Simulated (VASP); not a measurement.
## A VASP 6.6.1 single-point calculation on AgBr

INCAR

```
GGA = RE
NELM = 120
LREAL = .FALSE.
NSW = 0
IBRION = -1
ISMEAR = -1
EDIFF = 1E-7
LWAVE = .FALSE.
LASPH = .TRUE.
LCHARG = .FALSE.
NBANDS = 16
PREC = Accurate
SIGMA = 0.02
ISYM = 1
ENCUT = 520
ISIF = 2
```

KPOINTS

```
KPOINTS created by Atomic Simulation Environment
0
Gamma
8 8 8
0 0 0
```

POSCAR

```
Ag Br
 1.0000000000000000
     0.0000000000000000    2.8638060222999999    2.9231489486000002
     2.8638060222999999    0.0000000000000000    2.9231489486000002
     2.8638060222999999    2.8638060222999999    0.0000000000000000
 Ag  Br
   1   1
Cartesian
  0.0000000000000000  0.0000000000000000  0.0000000000000000
  2.8638060222999999  2.8638060222999999  2.9231489486000002
```

The recommended PBE PAW datasets give the neutral cell 18 valence electrons.

Command

```
mpirun -np 1 vasp_std
```

Predict the outcome of this run.

It converged. Results: gap between bands v and c on the k mesh 0.74 eV; least direct gap on the k mesh 2.64 eV; pressure 3.6 GPa. Band v is the last that the valence electrons fill when counted band by band, and c is the next.

OSZICAR

```
N       E                     dE             d eps       ncg     rms          rms(c)
DAV:   1     0.992338738983E+02    0.99234E+02   -0.83029E+03  1912   0.996E+02
DAV:   2    -0.979225953452E+00   -0.10021E+03   -0.92742E+02  2312   0.216E+02
DAV:   3    -0.442398348385E+01   -0.34448E+01   -0.34378E+01  2320   0.419E+01
DAV:   4    -0.444247217728E+01   -0.18489E-01   -0.18488E-01  2424   0.335E+00
DAV:   5    -0.444265870567E+01   -0.18653E-03   -0.18653E-03  2360   0.325E-01    0.566E+00
DAV:   6    -0.433564834816E+01    0.10701E+00   -0.14661E-01  2328   0.546E+00    0.373E+00
DAV:   7    -0.433156634316E+01    0.40820E-02   -0.70652E-02  2128   0.176E+00    0.144E+00
DAV:   8    -0.433232226735E+01   -0.75592E-03   -0.45539E-03  2280   0.686E-01    0.259E-01
DAV:   9    -0.433248847366E+01   -0.16621E-03   -0.64453E-04  2304   0.236E-01    0.337E-02
DAV:  10    -0.433254594925E+01   -0.57476E-04   -0.55290E-05  2368   0.853E-02    0.208E-02
DAV:  11    -0.433256277703E+01   -0.16828E-04   -0.30201E-05  2160   0.410E-02    0.622E-03
DAV:  12    -0.433256286204E+01   -0.85019E-07   -0.13645E-06  2176   0.905E-03    0.213E-03
DAV:  13    -0.433256286038E+01    0.16635E-08   -0.43481E-07  2256   0.631E-03
   1 F= -.43325629E+01 E0= -.43325629E+01  d E =-.773358E-10
```

Standard output (part)

```
POSCAR found type information on POSCAR AgBr
 POSCAR found :  2 types and       2 ions
 LDA part: xc-table for (Slater+PW92), standard interpolation
 POSCAR, INCAR and KPOINTS ok, starting setup
 WAVECAR not read
 entering main loop
```

For comparison, a separate PBE run of the intended cell, on usual settings and not on those above, gives a gap of 0.61 eV on its mesh and a pressure of 1.6 GPa.
